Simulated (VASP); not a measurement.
Crystal: Sb.

```xyz
2
Lattice="3.1224 0.0000 0.0000 0.0000 4.3475 0.0000 -0.0389 0.0000 4.4059" Properties=species:S:1:pos:R:3 pbc="T T T"
Sb    3.0573    3.2606    3.3433
Sb    0.0262    1.0869    1.0625
```

This isn't the form of Sb at room conditions, which is rhombohedral.

```yaml
Program: VASP 6.6.1
Task: relaxation of cell and atoms
Functional: PBEsol
Potentials_or_basis: VASP PAW PBE potentials, release 64 (Sb)
Cutoff: 580 eV
k_mesh: 14 × 10 × 10
Occupations: gaussian, width 0.1 eV
Spin: no spin polarisation
```

At the start: pressure -2.2 GPa; volume 29.90 Å³/atom.

Question: Where does the relaxation end?

Answer: Over 21 steps the energy falls by 12.3 meV/atom and the volume is 28.73 Å³/atom (-3.9 %); space group Pm-3m (No. 221, to 0.05 Å).

The path:
```csv
step,energy change (eV),largest force (eV/Å),pressure (GPa),volume (Å³)
1,0.0000,0.1043,-2.15,59.81
2,-0.0134,0.1811,1.32,56.40
3,-0.0176,0.1589,0.10,57.47
4,-0.0199,0.1289,0.09,57.43
5,-0.0229,0.0416,0.13,57.34
6,-0.0238,0.0213,-0.12,57.54
7,-0.0239,0.0227,-0.06,57.49
8,-0.0240,0.0207,0.03,57.41
9,-0.0240,0.0199,0.09,57.35
10,-0.0241,0.0194,0.08,57.37
11,-0.0242,0.0194,0.04,57.41
12,-0.0242,0.0250,-0.04,57.49
13,-0.0242,0.0225,-0.02,57.46
14,-0.0243,0.0223,-0.02,57.47
15,-0.0244,0.0229,-0.04,57.49
16,-0.0245,0.0194,0.01,57.44
17,-0.0245,0.0157,0.07,57.38
18,-0.0245,0.0092,-0.01,57.45
19,-0.0245,0.0064,-0.04,57.49
20,-0.0245,0.0070,-0.04,57.48
21,-0.0246,0.0016,-0.01,57.46
```

Final structure:
```
CELL_PARAMETERS angstrom
3.06557 0.00000 0.01522
0.00000 4.32897 0.00000
-0.01666 0.00000 4.32949
ATOMIC_POSITIONS crystal
Sb 0.00043 0.75000 0.74994
Sb 0.99957 0.25000 0.25006
```

Caveat: the PAW data sets were made with another functional, which shifts forces and pressure a little.
